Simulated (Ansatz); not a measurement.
# Zn: the cost of one run

Computed with Ansatz 0.2.0 (DFT PBE, scalar-relativistic, plane waves, PAW, unless a step's input says otherwise).

## Step 1: The system as given

It takes space group P6_3/mmc (No. 194, hexagonal). The conventional cell has a = 2.665 Å, b = 2.665 Å, c = 4.947 Å, α = 90.00°, β = 90.00°, γ = 120.00°. Zn (site symmetry -6m2) is surrounded by 12 Zn at 2.66 to 2.91 Å.

Coordinates:

```xyz
2
Lattice="2.6648 0.0000 0.0000 -1.3324 2.3078 0.0000 0.0000 0.0000 4.9467" Properties=species:S:1:pos:R:3 pbc="T T T"
Zn    0.0000    1.5385    1.2367
Zn    1.3324    0.7693    3.7100
```

This is candidate A: structure reported for this formula (P6_3/mmc, No. 194).

(A quick probe on a coarse mesh, which set the mesh and smearing, is not shown.)

## Step 3: The relaxation (candidate A)

Contents of input.yaml:

```yaml
crystal:
  lattice:
    - [2.6647980532, 0.0, 0.0]
    - [-1.3323990266, 2.30778281, 0.0]
    - [0.0, 0.0, 4.9467]
  atoms:
    - { symbol: Zn, position: [0.3333333333, 0.6666666667, 0.25] }
    - { symbol: Zn, position: [0.6666666667, 0.3333333333, 0.75] }
basis:
  ecutwfc: 420
kpoints:
  mp_grid: { grid: [24, 24, 12] }
hamiltonian:
  xc: pbe
scf:
  occupations: { method: gaussian, width: 0.1 }
output:
  forces: true
  stress: true
  eigenvalues: true
relax:
  adjacent_minimum: "off"
  f_tol: 0.01
  max_steps: 80
  cell: { stress_tol: 0.05 }
```

**Question.** How long does this run take on 1 thread of an x86-64 CPU, shared host, and how much memory does it need?

About 44 s, with a peak of 0.53 GiB.
